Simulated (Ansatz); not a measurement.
BeSe (zincblende), relaxed with r2SCAN, was run in the plane-wave code Ansatz under altered settings. All numbers are computed, without spin polarisation but where a row says otherwise.

```xyz
2
Lattice="0.0000 2.5810 2.5810 2.5810 0.0000 2.5810 2.5810 2.5810 0.0000" Properties=species:S:1:pos:R:3 pbc="T T T"
Be    0.0000    0.0000    0.0000
Se    1.2905    1.2905    1.2905
```

The base run's other keys:
```yaml
kpoints:
  mp_grid: { grid: [6, 6, 6] }
hamiltonian:
  xc: r2scan
scf:
  occupations: { method: fixed }
  n_extra_bands: 4
```

It takes 6 iterations with 893 plane waves at 500 eV and 16 k points, and leaves a mean stress of +0.03 GPa. The gap over this mesh is 3.124 eV. It ran on 4 threads of Arm Neoverse N1, on a shared host.

Outcomes, with energy and stress as changes against the base:
```csv
setting,outcome,ΔF (meV/atom),Δ mean stress (GPa),gap on the mesh (eV),iterations,wall time
scf.mixing.beta: -0.3,refused,–,–,–,–,0.02 s
basis.ecutwfc: 750,converged,-0.2,0.00,3.124,6,2.4 s
scf.occupations: fermi_dirac 0.05,converged,0.0,0.00,3.124,6,1.5 s
scf.convergence.dr2_threshold: 1e-12,converged,0.0,0.00,3.124,8,1.7 s
scf.max_iter: 3,not converged,–,–,–,3,1.2 s
hamiltonian.pseudopotentials: ultrasoft,refused,–,–,–,–,0.02 s
scf.mixing.beta: 1.0,converged,0.0,0.00,3.124,6,1.6 s
accuracy: high,converged,0.0,0.00,3.124,8,2.1 s
scf.occupations: fermi_dirac 0.5,converged,-3.8,+0.01,3.127,6,1.6 s
scf.max_iter: 5,not converged,–,–,–,5,1.2 s
magnetization.initial_magnetization: 0.5,refused,–,–,–,–,0.15 s
hamiltonian.xc: pbesol (cutoff then 420 eV),converged,–,-1.48,2.506,6,0.75 s
hamiltonian.xc: hse6,refused,–,–,–,–,0.02 s
```
A dash marks a value that wasn't obtained or can't be compared. Stress is positive in compression. The base took 1.8 s.

- scf.mixing.beta: -0.3. The program doesn't start. Error: invalid value for `scf.mixing.beta`: must be finite and in (0, 1]; got -0.3
- scf.max_iter: 3. No converged result was reached. It stopped after 3 iterations; the base needs 6. Nothing that it printed is a property of the solid. Error: did not converge after 3 iterations: dr2 = 1.13e-4 (threshold 1.00e-7), under the density mixer `msr1`, which `scf.mixing.algorithm: auto` chose by the deck's other keys (type `scf.mixing.algorithm: msr1` to keep it) […]
- hamiltonian.pseudopotentials: ultrasoft. The input is refused before any iteration. Error: YAML parse error: line 13 column 29: unknown variant `uspp`, expected one of nc, nc_fr, paw, paw_fr, all_electron
- scf.occupations: fermi_dirac 0.5. The free energy moves by -3.8 meV an atom, the mean stress by +0.01 GPa and the gap on the mesh by +0.003 eV (to 3.127). The term −TS is -22 meV an atom. A width of 0.5 eV moves electrons across a gap of 3.12 eV: this is no longer the ground state.
- scf.max_iter: 5. No converged result was reached. It stopped after 5 iterations; the base needs 6. Nothing that it printed is a property of the solid. Error: did not converge after 5 iterations: dr2 = 1.54e-7 (threshold 1.00e-7), under the density mixer `msr1`, which `scf.mixing.algorithm: auto` chose by the deck's other keys (type `scf.mixing.algorithm: msr1` to keep it) […]
- magnetization.initial_magnetization: 0.5. The input is refused before any iteration. Error: inconsistent input (scf.occupations.method, magnetization): a σ = 0 step fill (method: fixed, or a smearing width below the step floor) with no hard lock on the total moment puts the same N_el/2 bands in each spin channel, which gives a total moment of zero, but the starting moments sum to +0.5000 μB […]
- hamiltonian.xc: pbesol. The cutoff follows the functional, from 500 to 420 eV. The mean stress moves by -1.48 GPa and the gap on the mesh by -0.618 eV (to 2.506). It's another functional on the same cell, so totals aren't comparable.
- hamiltonian.xc: hse6. The input is refused before any iteration. Error: YAML parse error: line 12 column 7: hamiltonian.xc: unknown variant `hse6`, expected one of […]

Within 1 meV an atom, 0.1 GPa and 0.005 eV of the base stay: basis.ecutwfc: 750; scf.occupations: fermi_dirac 0.05; scf.convergence.dr2_threshold: 1e-12; scf.mixing.beta: 1.0; accuracy: high.

Spin-orbit coupling is left out.
